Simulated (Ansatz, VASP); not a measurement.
Two plane-wave programs on Re

INCAR

```
  ALGO = Normal
  EDIFF = 1E-6
  EDIFFG = -0.01
  ENCUT = 600
  GGA = PE
  IBRION = 2
  ISIF = 3
  ISMEAR = -1
  LASPH = T
  LCHARG = F
  LREAL = F
  LWAVE = F
  NELM = 80
  NSW = 80
  PREC = Accurate
  SIGMA = 0.1
```

The input KPOINTS:

```
k-points
0
Gamma
  12 12 12
```

File POSCAR:

```
Re
1.0
    2.5141111682      0.0000000000      0.0000000000
    0.0000000000      2.5141111682      0.0000000000
    0.0000000000      0.0000000000      2.5141111682
Re
1
Direct
    0.0000000000      0.0000000000      0.0000000000
```

Input for Ansatz:

```yaml
crystal:
  lattice:
    - [2.5141111682, 0.0, 0.0]
    - [0.0, 2.5141111682, 0.0]
    - [0.0, 0.0, 2.5141111682]
  atoms:
    - { symbol: Re, position: [0.0, 0.0, 0.0] }
hamiltonian:
  xc: pbe
  pseudopotentials:
    kind: paw
    azcp:
      Re: "pseudopotentials/Re.paw.azcp"
basis:
  ecutwfc: 420
  fft_grid_basis: typed
kpoints:
  mp_grid: { grid: [12, 12, 12], shift: [0, 0, 0] }
magnetization:
  spin_polarized: false
scf:
  occupations: { method: fermi_dirac, width: 0.1 }
relax:
  max_steps: 60
  f_tol: 0.01
  cell: {}
```

The cell was built by a generator and needn't be a form met in nature.

Alike in both runs: task relaxation of cell and atoms; functional PBE; k mesh 12 × 12 × 12; occupations fermi-dirac, width 0.1 eV; no spin polarisation.

|  | VASP | Ansatz |
| --- | --- | --- |
| version | VASP 6.6.1 | Ansatz 0.2.0 |
| potentials or method | VASP PAW PBE potentials, release 64 (Re) | plane waves (420 eV) with PAW, scalar-relativistic |
| plane-wave cutoff (eV) | 600 | 420 |
| valence electrons in the cell | 7 | 15 |

```tsv
	VASP	Ansatz	Ansatz less VASP
relaxed volume (Å³/atom)	17.12	17.18	+0.066
relaxed cell length with the largest relative difference (Å)	2.577	2.580	+0.0033
energy change over the relaxation (meV/atom)	-82	-90	-8.0
```

The two sets of potentials don't hold the same shells in valence.

Spin-orbit coupling is left out, which matters for the levels of Re.
